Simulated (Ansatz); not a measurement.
# GaN (F-43m) in Ansatz: a series of runs, part 2 of 2

Ansatz 0.2.0. Earlier steps stand in the parts before.

## 5. Single point, r2SCAN-EpsX, 11.21 Å³/atom (volume scaled by 0.98)

The input, input.yaml:

```yaml
crystal:
  lattice:
    - [0.0, 2.2383759866, 2.2383759866]
    - [2.2383759866, 0.0, 2.2383759866]
    - [2.2383759866, 2.2383759866, 0.0]
  atoms:
    - { symbol: Ga, position: [0.0, 0.0, 0.0] }
    - { symbol: "N", position: [0.25, 0.25, 0.25] }
hamiltonian:
  xc:
    exchange: r2scan
    correlation: r2scan
    exx: { coeff: inverse_dielectric }
  pseudopotentials: { kind: paw }
kpoints:
  mp_grid: { grid: [5, 5, 5] }
scf:
  occupations: { method: fermi_dirac, width: 0.05 }
output:
  forces: true
  stress: true
  eigenvalues: true
  write_density: true
  write_potential: true
  elf: true
  volumetric_format: npy
```

The run is started by

```console
ansatz run input.yaml --threads 2 --pin off --max-ram 5632MiB --backend cpu --events-out ev --progress --plain --runs-dir out
```

Run time: 12 s. Hardware: 2 threads of Intel Xeon 6975P-C (Granite Rapids), shared host; peak memory 0.81 GiB.

The run converged. Its results:

- Free energy: -4175.3475 eV
- Pressure: 0.1 GPa
- Band gap on the k mesh: 3.62 eV, direct
- Share of exact exchange: 0.184

Caveat: the k mesh is coarse (spacing up to 0.49 Å⁻¹), so the values aren't converged, least of all with exact exchange; odd divisions of the mesh miss points on the zone boundary, where band edges often lie, so the gap on the mesh can be too wide; the PAW data sets come from PBE, with cores solved anew for the run's functional, which leaves a small shift of forces and pressure; the thresholds are loose for stress.

## 6. Single point, r2SCAN-EpsX, 11.44 Å³/atom

input.yaml, as its differences from that of step 5:

```diff
@@ -2,5 +2,5 @@
   lattice:
-    - [0.0, 2.2383759866, 2.2383759866]
-    - [2.2383759866, 0.0, 2.2383759866]
-    - [2.2383759866, 2.2383759866, 0.0]
+    - [0.0, 2.2535006075, 2.2535006075]
+    - [2.2535006075, 0.0, 2.2535006075]
+    - [2.2535006075, 2.2535006075, 0.0]
   atoms:
@@ -22,5 +22 @@
   eigenvalues: true
-  write_density: true
-  write_potential: true
-  elf: true
-  volumetric_format: npy
```

Potentials or basis: Ansatz PAW.

The run is started by

```console
ansatz run input.yaml --threads 2 --pin off --max-ram 5632MiB --backend cpu --events-out ev --progress --plain --runs-dir out
```

Wall time 12 s (2 threads of Intel Xeon 6975P-C (Granite Rapids), shared host); peak memory 0.86 GiB.

The run converged. Its results:

```
Free energy             : -4175.3593 eV
Pressure                : -3.9 GPa
Band gap on the k mesh  : 3.45 eV, direct
Share of exact exchange : 0.181
```

Caveat: the k mesh is coarse (spacing up to 0.48 Å⁻¹), so the values aren't converged, least of all with exact exchange; odd divisions of the mesh miss points on the zone boundary, where band edges often lie, so the gap on the mesh can be too wide; the PAW data sets come from PBE, with cores solved anew for the run's functional, which leaves a small shift of forces and pressure; the thresholds are loose for stress.

## 7. Single point, r2SCAN-EpsX, 11.67 Å³/atom (volume scaled by 1.02)

input.yaml, as its differences from that of step 6:

```diff
@@ -2,5 +2,5 @@
   lattice:
-    - [0.0, 2.2535006075, 2.2535006075]
-    - [2.2535006075, 0.0, 2.2535006075]
-    - [2.2535006075, 2.2535006075, 0.0]
+    - [0.0, 2.2684248875, 2.2684248875]
+    - [2.2684248875, 0.0, 2.2684248875]
+    - [2.2684248875, 2.2684248875, 0.0]
   atoms:
```

The run is started by

```console
ansatz run input.yaml --threads 2 --pin off --max-ram 5632MiB --backend cpu --events-out ev --progress --plain --runs-dir out
```

Run time: 12 s. Hardware: 2 threads of Intel Xeon 6975P-C (Granite Rapids), shared host; peak memory 0.87 GiB.

It converged, with:

```yaml
Free_energy: -4175.3609 eV
Pressure: -7.5 GPa
Band_gap_on_the_k_mesh: 3.27 eV, direct
Share_of_exact_exchange: 0.177
```

Caveat: the k mesh is coarse (spacing up to 0.48 Å⁻¹), so the values aren't converged, least of all with exact exchange; odd divisions of the mesh miss points on the zone boundary, where band edges often lie, so the gap on the mesh can be too wide; the PAW data sets come from PBE, with cores solved anew for the run's functional, which leaves a small shift of forces and pressure; the thresholds are loose for stress.

## 8. Single point, r2SCAN-EpsX, 11.90 Å³/atom (volume scaled by 1.04)

input.yaml, as its differences from that of step 7:

```diff
@@ -2,5 +2,5 @@
   lattice:
-    - [0.0, 2.2684248875, 2.2684248875]
-    - [2.2684248875, 0.0, 2.2684248875]
-    - [2.2684248875, 2.2684248875, 0.0]
+    - [0.0, 2.283155332, 2.283155332]
+    - [2.283155332, 0.0, 2.283155332]
+    - [2.283155332, 2.283155332, 0.0]
   atoms:
```

The run is started by

```console
ansatz run input.yaml --threads 2 --pin off --max-ram 5632MiB --backend cpu --events-out ev --progress --plain --runs-dir out
```

It took 12 s on 2 threads of Intel Xeon 6975P-C (Granite Rapids), shared host; peak memory 0.87 GiB.

The run converged. Its results:

- Free energy: -4175.3535 eV
- Pressure: -10.7 GPa
- Band gap on the k mesh: 3.10 eV, direct
- Share of exact exchange: 0.174

Caveat: the k mesh is coarse (spacing up to 0.48 Å⁻¹), so the values aren't converged, least of all with exact exchange; odd divisions of the mesh miss points on the zone boundary, where band edges often lie, so the gap on the mesh can be too wide; the PAW data sets come from PBE, with cores solved anew for the run's functional, which leaves a small shift of forces and pressure; the thresholds are loose for stress.

## 9. Single point, r2SCAN-EpsX, 12.13 Å³/atom (volume scaled by 1.06)

input.yaml, as its differences from that of step 8:

```diff
@@ -2,5 +2,5 @@
   lattice:
-    - [0.0, 2.283155332, 2.283155332]
-    - [2.283155332, 0.0, 2.283155332]
-    - [2.283155332, 2.283155332, 0.0]
+    - [0.0, 2.2976981147, 2.2976981147]
+    - [2.2976981147, 0.0, 2.2976981147]
+    - [2.2976981147, 2.2976981147, 0.0]
   atoms:
@@ -22 +22,5 @@
   eigenvalues: true
+  write_density: true
+  write_potential: true
+  elf: true
+  volumetric_format: npy
```

Potentials or basis: Ansatz PAW.

The run is started by

```console
ansatz run input.yaml --threads 2 --pin off --max-ram 5632MiB --backend cpu --events-out ev --progress --plain --runs-dir out
```

It took 13 s on 2 threads of Intel Xeon 6975P-C (Granite Rapids), shared host; peak memory 0.87 GiB.

Results (log left out):

* Free energy: -4175.3383 eV
* Pressure: -13.6 GPa
* Band gap on the k mesh: 2.93 eV, direct
* Share of exact exchange: 0.170

Caveat: the k mesh is coarse (spacing up to 0.47 Å⁻¹), so the values aren't converged, least of all with exact exchange; odd divisions of the mesh miss points on the zone boundary, where band edges often lie, so the gap on the mesh can be too wide; the PAW data sets come from PBE, with cores solved anew for the run's functional, which leaves a small shift of forces and pressure; the thresholds are loose for stress.

## 10. Equation of state, r2SCAN-EpsX

No new run: the results of the series are fitted here.

What came out:

```
Equilibrium volume : 11.60 Å³/atom (rough: see the caveat)
Bulk modulus       : 166 GPa (rough)
```

Energy against volume, from the lowest point:
| volume (Å³/atom) | energy (meV/atom) |
| --- | --- |
| 10.757 | 36.36 |
| 10.986 | 18.40 |
| 11.215 | 6.71 |
| 11.444 | 0.82 |
| 11.673 | 0.00 |
| 11.902 | 3.73 |
| 12.131 | 11.31 |

Caveat: the k mesh is coarse (spacing up to 0.48 Å⁻¹), so the values aren't converged, least of all with exact exchange; the fit of the energies and the printed pressures disagree; the PAW data sets were made with another functional, which shifts forces and pressure a little.

## 11. How close it comes

Step 2. Against the measured gap of GaN, 3.299 eV (direct; 0 K; a printed reference work, textbook), the calculated 3.43 eV is off by +0.13 eV. Spin-orbit coupling on Ga is left out. The value is that of r2SCAN-EpsX, without temperature or zero-point motion. The cell is a database's relaxed one, not the measured one, which moves gaps too.
